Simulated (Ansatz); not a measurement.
# BaTiO3: the cost of one run

Computed with Ansatz 0.2.0 (reference: DFT r2SCAN, plane waves, PAW, scalar-relativistic, no spin polarisation, unless a step's input says otherwise).

**1. The structure to begin with**

It takes space group Amm2 (No. 38, orthorhombic). Conventional cell: a = 3.939 Å, b = 5.611 Å, c = 5.631 Å, α = 90.00°, β = 90.00°, γ = 90.00°. Ba (site symmetry mm2) has 12 O at 2.75 to 2.88 Å as nearest neighbours. Ti (site symmetry mm2) has 6 O at 1.90 to 2.08 Å as nearest neighbours. O (site symmetry mm2) has 2 Ti at 1.97 Å and 4 Ba at 2.75 to 2.88 Å as nearest neighbours. O (site symmetry m) is surrounded by 2 Ti at 1.90 to 2.08 Å.

Coordinates:

```
CELL_PARAMETERS angstrom
-3.93876 0.00000 0.00000
0.00000 -2.80570 2.81530
0.00000 2.80570 2.81530
ATOMIC_POSITIONS crystal
Ba 0.00000 0.00000 0.00000
Ti 0.50000 0.51430 0.51430
O 0.00000 0.48900 0.48900
O 0.50000 0.99223 0.50443
O 0.50000 0.50443 0.99223
```

**2. The reference run**

File input.yaml:

```yaml
crystal:
  lattice:
    - [-3.9387636, 0.0, 0.0]
    - [0.0, -2.80569869, 2.81529674]
    - [0.0, 2.80569869, 2.81529674]
  atoms:
    - { symbol: Ba, position: [0.0, 0.0, 0.0] }
    - { symbol: Ti, position: [0.5, 0.5143, 0.5143] }
    - { symbol: O, position: [0.0, 0.489, 0.489] }
    - { symbol: O, position: [0.5, 0.99223, 0.50443] }
    - { symbol: O, position: [0.5, 0.50443, 0.99223] }
  symmetry: { tolerance: 0.0003 }
kpoints:
  mp_grid: { grid: [5, 5, 5], shift: [0, 0, 0] }
magnetization:
  spin_polarized: false
scf:
  occupations: { method: fermi_dirac }
hamiltonian:
  pseudopotentials: { kind: paw }
  xc: r2scan
basis:
  ecutwfc: 500
output:
  forces: true
  stress: true
  eigenvalues: true
```

The run is started by

```console
$ ansatz run input.yaml --threads 1 --pin off --max-ram 2560MiB --backend cpu --events-out ev --progress --plain --runs-dir out
```

**Question.** How long does this run take on 1 thread of an x86-64 CPU, shared host, and how much memory does it need?

About 6.5 s, with a peak of 0.57 GiB.
